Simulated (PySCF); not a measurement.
Identify the unknown among the candidates.

All candidates are C6H6O.

- Dipole: 1.32 D [wB97X-D/def2-SVPD]
- Rotational structure: rotational constants A, B, C: 5.730, 2.647, 1.811 GHz [GFN2-xTB]
- UV, strongest line: among the 8 lowest singlet transitions: S4 at 7.10 eV (175 nm, f = 0.634) [TDDFT wB97X-D/def2-SVPD]
- Polarisability: 71.6 au [wB97X-D/def2-SVPD]
- 13C NMR: chemical shifts (computed TMS as zero) by class: 163.8 (1 C), 135.3 (2 C), 124.8 (1 C), 118.7 (2 C) ppm [GIAO PBE0/pcSseg-1]
- NMR, other nuclei: isotropic shieldings of nuclei other than C and H, by class: 210 (1 O) ppm [GIAO PBE0/pcSseg-1]

Electronic properties: PySCF, gas phase, density fitting. Levels stand in brackets. Isolated species at its GFN2-xTB geometry (one conformer only). NMR values are class means; diastereotopic atoms form classes of their own.

Question: Which candidate is it?
A. `C1=C[C@H]2C=C[C@@H]1O2`
B. `Oc1ccccc1`
C. `C#CC(=C)C(C)=O`

Answer: B. It is `Oc1ccccc1`. Numbering: `[OH:1][c:2]1[cH:3][cH:4][cH:5][cH:6][cH:7]1`. Its formula, C6H6O, gives 4 degrees of unsaturation: 1 ring and 3 π bonds in the structure found (Kekulé form). 6 carbons fall into 4 classes; from least to most shielded: aromatic carbon bearing oxygen [C2] (163.8 ppm), aromatic CH carbon [C4/C6] (135.3 ppm, 2 C), aromatic CH carbon [C5] (124.8 ppm), aromatic CH carbon [C3/C7] (118.7 ppm, 2 C, up to 2.1 ppm apart in this geometry). The other shieldings belong to: 210 ppm, phenol-type oxygen [O1]. The optimised geometry has point group Cs and is an asymmetric top.

The others, at the same levels:
- `C#CC(=C)C(C)=O` fails: it has 6 carbon classes against 4; its computed 13C shifts are 197.8 (1 C), 146.8 (1 C), 133.2 (1 C), 92.3 (1 C), 86.9 (1 C), 32.8 (1 C) ppm, rotational constant A is 4.233 GHz (against 5.730 GHz) and smallest rotational constant is 1.526 GHz (against 1.811 GHz).
- `C1=C[C@H]2C=C[C@@H]1O2` fails: it has 2 carbon classes against 4; its computed 13C shifts are 156.8 (4 C), 85.7 (2 C) ppm, rotational constant A is 4.568 GHz (against 5.730 GHz) and smallest rotational constant is 3.408 GHz (against 1.811 GHz).

Each candidate is one conformer, not necessarily the lowest. Dipoles, sizes and rotational constants follow the conformer. The torsions of the flexible species, by atom-mapped SMILES:
- `[OH:1][c:2]1[cH:3][cH:4][cH:5][cH:6][cH:7]1`: H–O1–C2–C3 180°
- `[CH:1]#[C:2][C:3](=[CH2:4])[C:5]([CH3:6])=[O:7]`: C2–C3–C5–C6 0°
